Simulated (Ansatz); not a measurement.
In HgSe (zinc blende type) the Hg atom of the primitive cell, with all its periodic images, is moved by 0.02 Å along x.

```
CELL_PARAMETERS angstrom
0.00000 3.13500 3.13500
3.13500 0.00000 3.13500
3.13500 3.13500 0.00000
ATOMIC_POSITIONS crystal
Hg 0.99681 0.00319 0.00319
Se 0.25000 0.25000 0.25000
```

All numbers below come from PBE, plane waves, PAW datasets (earlier set, tuned by hand) in Ansatz.

Cutoff 690 eV; k-mesh 8×8×8 Γ-centred; Fermi–Dirac smearing of 0.1 eV; no spin polarisation; no spin–orbit coupling.

Q: What force results, and what does it mean for the zone-centre vibration?

A: The force on it along the displacement is -0.0496 eV/Å, a force constant of 2.48 eV/Å². With the reduced mass of 56.66 u the zone-centre transverse optical mode lies at 109 cm⁻¹ (3.27 THz) in this finite-step estimate. The longitudinal mode lies higher by the LO–TO splitting, which a displacement repeated in every cell doesn't give.

```tsv
atom	Fx (eV/Å)	Fy (eV/Å)	Fz (eV/Å)
Hg1	-0.0496	0.0000	0.0000
Se2	0.0496	0.0000	0.0000
```

The k-mesh is modest, so these values aren't fully converged in k.
